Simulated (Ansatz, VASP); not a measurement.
**One calculation of Re, two programs**

```
Re
1.0
     2.81495    0.00000    0.00000
    -1.40747    2.43782    0.00000
     0.00000    0.00000    4.54564
Re
2
Direct
  0.66667 0.33333 0.75000
  0.33333 0.66667 0.25000
```

Alike in both runs: task single point; functional PBEsol; k mesh 11 × 11 × 6; occupations fermi-dirac, width 0.05 eV; no spin polarisation.

|  | VASP | Ansatz |
| --- | --- | --- |
| version | VASP 6.6.1 | Ansatz 0.2.0 |
| potentials or method | VASP PAW PBE potentials, release 64 (Re) | JTH PAW |
| plane-wave cutoff (eV) | 520 | 1290 |
| valence electrons in the cell | 14 | 30 |

```tsv
	VASP	Ansatz	Ansatz less VASP
gap on the k mesh at the Fermi level (eV)	none	none	-
pressure (GPa)	-23.7	-22.9	+0.73
largest component of the traceless stress (GPa)	0.04	0.12	+0.077
```

A gap of «none» marks a metal or a gap that the smearing closes. The two sets of potentials don't hold the same shells in valence.

Caveats: so large a pressure means that the cell lies far from this level's equilibrium, or that cutoff or potentials fall short (VASP); the potentials were made for another functional, which shifts forces and pressure (VASP). Spin-orbit coupling is left out, which matters for the levels of Re.
